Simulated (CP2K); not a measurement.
Runs of CP2K 2026.2 on PbSe (Clausthalite). The structure is cubic, space group Fm-3m (No. 225). The conventional cell has a = 6.121 Å, b = 6.121 Å, c = 6.121 Å, α = 90.00°, β = 90.00°, γ = 90.00°. Pb (site symmetry m-3m) has 6 Se at 3.06 Å as nearest neighbours. Se (site symmetry m-3m) has 6 Pb at 3.06 Å as nearest neighbours. 

```csv
potentials or basis,gap on the mesh (eV),pressure (GPa)
"GTH_POTENTIALS Pb GTH-BLYP-q4, Se GTH-BLYP-q6; DZVP-MOLOPT-SR-GTH basis",0.23,(a)
"GTH_POTENTIALS Pb GTH-PBE-q4, Se GTH-PBE-q6; DZVP-MOLOPT-SR-GTH basis",0.32,2.3
"POTENTIAL_UZH Pb GTH-SCAN-q4, Se GTH-SCAN-q6; DZVP-MOLOPT-SR-GTH basis",0.23,(b)
"POTENTIAL_UZH Pb GTH-PBE0-q4, Se GTH-PBE0-q6; DZVP-MOLOPT-SR-GTH basis",0.23,2.2
"GTH_POTENTIALS Pb GTH-PADE-q4, Se GTH-PADE-q6; DZVP-MOLOPT-SR-GTH basis",0.30,-1.6
```

Alike in all rows: task single point; level PBE; no spin polarisation; cell as given; k mesh 8 × 8 × 8; smearing fermi-dirac 0.05 eV.

Q: Fill in the values left out.

A: (a) 1.0; (b) -0.1.

Caveats: spin-orbit coupling is left out, which as a rule narrows the gap of such compounds by several tenths of an eV; the basis of atomic orbitals isn't converged, which shifts pressures, moduli and gaps; the potentials were made for another functional, which shifts forces and pressure (some runs).

A k mesh can miss the band edges, and the runs leave out spin-orbit coupling on Pb, Se.
